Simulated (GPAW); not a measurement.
**ZnO in GPAW: convergence with bands over the usual count**

Input of the first run (bands over the usual count 0.72); the others differ in this setting and in those tied to it:

run.py

```python
from ase.dft.bandgap import bandgap
from ase.io import read, write
from ase.units import GPa
from gpaw import GPAW, PW, setup_paths

setup_paths.insert(0, '.')

atoms = read('POSCAR')

calc = GPAW(mode=PW(800),
            xc='PBEsol',
            kpts={'size': (10, 10, 10), 'gamma': True},
            occupations={'name': 'fermi-dirac', 'width': 0.05},
            nbands=13,
            convergence={'density': 1e-05, 'energy': 1e-05},
            maxiter=100,
            txt='gpaw.txt')
atoms.calc = calc
energy = atoms.get_potential_energy()
forces = atoms.get_forces()
stress = atoms.get_stress()
calc.write('gs.gpw')
write('result.traj', atoms)
print(f'Energy: {energy:.6f} eV')
print('Forces (eV/A):')
print(forces.round(4))
print('Stress (GPa):', (stress / GPa).round(3))
print('Fermi level:', round(calc.get_fermi_level(), 4), 'eV')
print(f'Gap: {bandgap(calc)[0]:.4f} eV, direct: {bandgap(calc, direct=True)[0]:.4f} eV')
```

File POSCAR:

```
ZnO
1.0
    2.6882100000      0.0000000000      0.0000000000
    0.0000000000      2.6882100000      0.0000000000
    0.0000000000      0.0000000000      2.6882100000
Zn O
1 1
Direct
    0.0000000000      0.0000000000      0.0000000000
    0.5000000000      0.5000000000      0.5000000000
```

Potentials or basis: PAW data sets generated in the run's folder for this functional, pw.

The run is started by

```bash
$ gpaw-setup -f PBEsol O Zn
$ OMP_NUM_THREADS=1 python run.py
```

The cell was built by a generator and needn't be a form met in nature.

Hardware: 1 thread of Arm Neoverse V1 (shared host).

```tsv
bands over the usual count	energy less the tightest run, at zero smearing (meV/atom)	SCF cycles	CPU time (s)	peak memory (GiB)
0.72	0.00	10	20	0.15
0.8	0.00	9	19	0.15
0.9	0.00	9	21	0.15
1	0.00	9	23	0.16
1.3	0.00	9	28	0.16
1.7	0.00	9	36	0.17
2.5	0.00	9	50	0.18
```

Against the tightest run, the energy stays within 1 meV/atom from 0.72 on. The tightest run that finished is the yardstick and may itself not be fully converged.
